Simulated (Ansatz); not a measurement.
**What moves the field gradients of Ge3N4?**

Cell of run 1: a structure deposited in the COD.

```
Ge N
1.0
     0.00000    4.15455    4.15455
     4.15455    0.00000    4.15455
     4.15455    4.15455    0.00000
Ge N
6 8
Direct
  0.12500 0.12500 0.12500
  0.62500 0.12500 0.12500
  0.12500 0.12500 0.62500
  0.12500 0.62500 0.12500
  0.50000 0.50000 0.50000
  0.75000 0.75000 0.75000
  0.88320 0.88320 0.88320
  0.89960 0.36680 0.36680
  0.88320 0.88320 0.35040
  0.36680 0.89960 0.36680
  0.35040 0.88320 0.88320
  0.36680 0.36680 0.36680
  0.88320 0.35040 0.88320
  0.36680 0.36680 0.89960
```

Atoms are numbered from 1 in the order listed; like atoms form one site, named after its first atom.

Relaxed positions (PBE, cell held):

```
CELL_PARAMETERS angstrom
0.00000 4.15455 4.15455
4.15455 0.00000 4.15455
4.15455 4.15455 0.00000
ATOMIC_POSITIONS crystal
Ge 0.12500 0.12500 0.12500
Ge 0.62500 0.12500 0.12500
Ge 0.12500 0.12500 0.62500
Ge 0.12500 0.62500 0.12500
Ge 0.50000 0.50000 0.50000
Ge 0.75000 0.75000 0.75000
N 0.88320 0.88320 0.88320
N 0.89960 0.36680 0.36680
N 0.88320 0.88320 0.35040
N 0.36680 0.89960 0.36680
N 0.35040 0.88320 0.88320
N 0.36680 0.36680 0.36680
N 0.88320 0.35040 0.88320
N 0.36680 0.36680 0.89960
```

All runs are DFT with Ansatz 0.2.0 (plane waves and PAW, scalar-relativistic unless spin–orbit coupling is named, Γ-centred meshes, Fermi–Dirac smearing where given) in this cell.

Run 1: PBE, atoms as given; 420 eV, 6×6×6 k-points, smearing 0.02 eV.
Run 2: r2SCAN, at the relaxed atoms; 500 eV, 6×6×6 k-points, smearing 0.02 eV.
Run 3: PBE with spin–orbit coupling, at the relaxed atoms; 420 eV, 6×6×6 k-points, smearing 0.02 eV.
Run 4: LDA, at the relaxed atoms; 420 eV, 6×6×6 k-points, smearing 0.02 eV.
Run 5: PBEsol, at the relaxed atoms; 420 eV, 6×6×6 k-points, smearing 0.02 eV.

(1) What does each run give, and what moves the gradients most?

## Answers

(1) 

| run | Ge1 V_zz (η) | N V_zz (η) |
| --- | --- | --- |
| 1 | -0.23 (0.00) | 4.23 (0.00) |
| 2 | -0.054 (0.00) | 4.30 (0.00) |
| 3 | -0.24 (0.00) | 4.23 (0.00) |
| 4 | -0.29 (0.00) | 4.16 (0.00) |
| 5 | -0.29 (0.00) | 4.13 (0.00) |

V_zz in 10²¹ V/m²; 2 of the 3 sets of like atoms are followed. Against run 1, the gradient tensors on these sites move by at most 0.18 in run 2 (Ge1), 0.00 in run 3, 0.07 in run 4 (N), 0.10 in run 5 (N). Taken one at a time, the functional (between the two that differ most) moves the tensors on these sites by up to 0.24 (largest principal value of the change, on Ge1), spin–orbit coupling by 0.00.

The cell isn't the equilibrium one in runs 2, 4, 5 (calculated pressure -8, -12, -6 GPa), and the entry's cell may itself be off.
